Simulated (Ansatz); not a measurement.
**C2H2Cl2: taking an electron away**

How much energy removes an electron from C2H2Cl2 at fixed geometry? The cation is run at each level and the neutral's energy taken from earlier runs.

Program: Ansatz 0.2.0, Gaussian basis. Level of theory: unrestricted cation, the program's frozen cores in correlated methods. These are calculated values, not measurements.

Plan: UKS PBE-D4/def2-TZVPP; UKS r2SCAN-D4/def2-TZVPP; UKS PBE0-D4/def2-TZVPP; UKS B3LYP-D4/def2-TZVPP; UKS wB97X-V/def2-TZVPP; UKS wB97M-V/def2-TZVPP; UKS B2PLYP/def2-TZVPP; UHF-CCSD(T)/def2-TZVPP; UHF-MP2/def2-QZVPP; extrapolation to the limit; then −ε(HOMO) from the neutral's earlier runs with LDA (SPW92), PBE-D4, revPBE-D4, BLYP-D4, r2SCAN-D4, B97M-V, PBE0-D4, B3LYP-D4, r2SCANh-D4, r2SCAN0-D4, HSE06-D4, BHLYP-D4, CAM-B3LYP-D4, LC-ωPBE, ωB97X-V, ωB97M-V.

## (1) The geometry

All runs share one geometry, relaxed beforehand with PBE0-D4 in a triple-zeta def2 set.

SMILES `Cl/C=C\Cl`, 6 atoms, charge 0, spin multiplicity 1.

Atoms are counted from 1 here; the program's logs count them from 0.

Bond lengths: Cl1–C2 1.705 Å, C2–C3 1.324 Å, C2–H5 1.082 Å, C3–Cl4 1.705 Å, C3–H6 1.082 Å. Angles: Cl1–C2–C3 124.8°, Cl1–C2–H5 114.7°, C3–C2–H5 120.4°, C2–C3–Cl4 124.8°, C2–C3–H6 120.4°, Cl4–C3–H6 114.7°.

## (2) Cation, UKS PBE-D4/def2-TZVPP

File in.yaml:

```yaml
crystal:
  periodic: [false, false, false]
  atoms:
    - {symbol: Cl, position_ang: [0.714990, -1.874426, -0.448132]}
    - {symbol: C, position_ang: [0.641903, -0.223228, -0.028695]}
    - {symbol: C, position_ang: [-0.475458, 0.475873, 0.100908]}
    - {symbol: Cl, position_ang: [-2.046380, -0.146742, -0.127711]}
    - {symbol: H, position_ang: [1.603472, 0.245479, 0.133292]}
    - {symbol: H, position_ang: [-0.438538, 1.523054, 0.370338]}
basis:
  gaussian: {orbitals: def2-TZVPP}
total_charge: 1
magnetization: {spin_polarized: true, initial_magnetization: 1}
hamiltonian: {xc: pbe, dispersion: d4}
```

The run is started by

```console
$ ansatz run in.yaml --threads 4 --pin off --events-out ev --progress --plain --max-ram 10444MiB
```

Further steps of the session: Cation, UKS r2SCAN-D4/def2-TZVPP; Cation, UKS PBE0-D4/def2-TZVPP; Cation, UKS B3LYP-D4/def2-TZVPP; Cation, UKS wB97X-V/def2-TZVPP; Cation, UKS wB97M-V/def2-TZVPP; Cation, UKS B2PLYP (frozen core)/def2-TZVPP; Cation, UHF-CCSD(T)/def2-TZVPP; Cation, UHF-MP2/def2-QZVPP.

Q: Predict the results of all the runs planned. Wanted: ionisation energy, CCSD(T)/CBS; nearest functional by difference; nearest −ε(HOMO); −ε(HOMO) of PBE; T1 of the cation.

The runs gave:

```
                        quantity               value
  ionisation energy, CCSD(T)/CBS             9.91 eV
nearest functional by difference  ωB97X-V (-0.25 eV)
                nearest −ε(HOMO)  LC-ωPBE (+0.11 eV)
                 −ε(HOMO) of PBE             6.19 eV
                T1 of the cation               0.029
```

What this shows: By cation minus neutral, the functionals miss by 0.54 eV at most. −ε(HOMO) of PBE misses by 3.7 eV, since self-interaction lifts the level. Among orbital estimates LC-ωPBE comes nearest. Hartree-Fock falls 1.07 eV short, as the neutral has more correlation energy than the cation.
